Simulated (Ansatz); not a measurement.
Theory: DFT PBE, scalar-relativistic, plane waves, PAW (Ansatz 0.2.0). All cells share a 420 eV cutoff and Γ-centred k meshes spaced at most about 0.3 Å⁻¹ (2π included). No spin polarisation in the final relaxations.

These are static total energies at zero pressure.

Compare these two cells of HfSi₃O₈, each relaxed at this level.

A.

Space group C2 (No. 5). a = 7.531 Å, b = 7.669 Å, c = 7.592 Å, α = 90.00°, β = 90.05°, γ = 90.00°
```
atom  site  symmetry       x       y       z
  Hf    2a         2  0.5000  0.5199  0.0000
  Si    4c         1  0.2738  0.2503  0.2687
  Si    2b         2  0.5000  0.9774  0.5000
   O    4c         1  0.4253  0.3877  0.2063
   O    4c         1  0.3881  0.8513  0.6316
   O    4c         1  0.1931  0.1622  0.0898
   O    4c         1  0.6406  0.0994  0.6063
```

B.

Space group P-4m2 (No. 115). a = 5.501 Å, b = 5.501 Å, c = 7.986 Å, α = 90.00°, β = 90.00°, γ = 90.00°
```
atom  site  symmetry       x       y       z
  Hf    1b      -4m2  0.5000  0.5000  0.0000
  Si    1d      -4m2  0.0000  0.0000  0.5000
  Si    2g      2mm.  0.5000  0.0000  0.2793
   O    4j       .m.  0.2509  0.0000  0.3909
   O    4k       .m.  0.7662  0.5000  0.8434
```

Question: Which is lower in energy, and by how much?

Answer: A is lower, by 13 meV/atom. A has space group C2 (No. 5), 18.3 Å³/atom and a gap of 5.11 eV on its mesh; B has space group P-4m2 (No. 115), 20.1 Å³/atom and a gap of 4.66 eV. The denser one is the lower, and pressure would at first widen the difference. In A, around Hf lie 4 O at 1.94–1.95 Å; Si on a site of symmetry 1 is surrounded by 4 O at 1.62–1.63 Å; O on its first site has 1 Si at 1.62 Å and 1 Hf at 1.95 Å; 4 more sites not described. In B, Hf has 4 O at 1.93 Å; Si on a site of symmetry -4m2 is surrounded by 4 O at 1.63 Å; O on its first site has 2 Si at 1.63 Å; 2 more sites not described. Both come from invented guesses.

These runs have no spin–orbit coupling, which can matter for Hf. Kohn–Sham gaps at this level usually fall short of measured ones. Cells relaxed within their symmetry can be saddle points.
